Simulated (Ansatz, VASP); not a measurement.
Two plane-wave programs on Ge

```xyz
2
Lattice="-2.4622 2.6150 1.4175 2.4622 -2.6150 1.4175 2.4622 2.6150 -1.4175" Properties=species:S:1:pos:R:3 pbc="T T T"
Ge    0.0000    1.3075    0.1816
Ge    2.4622    1.3075    1.2359
```

Change from the starting cell: volume scaled by 0.96.

Alike in both runs: task single point; functional PBE; k mesh 11 × 11 × 11; occupations fermi-dirac, width 0.05 eV; no spin polarisation.

|  | VASP | Ansatz |
| --- | --- | --- |
| version | VASP 6.6.1 | Ansatz 0.2.0 |
| potentials or method | VASP PAW PBE potentials, release 64 (Ge_d) | Ansatz PAW |
| plane-wave cutoff (eV) | 520 | 420 |
| valence electrons in the cell | 28 | 28 |

Ansatz gave:

- gap on the k mesh at the Fermi level (eV): none
- pressure (GPa): 4.4
- largest component of the traceless stress (GPa): 1.29
- rms of the force components (eV/Å): 0.030

Task: Which values does VASP return?

Result: gap on the k mesh at the Fermi level (eV): none; pressure (GPa): 4.5; largest component of the traceless stress (GPa): 1.29; rms of the force components (eV/Å): 0.030.

Atom by atom the forces differ by 0.000 eV/Å (rms over components). A gap of «none» marks a metal or a gap that the smearing closes.
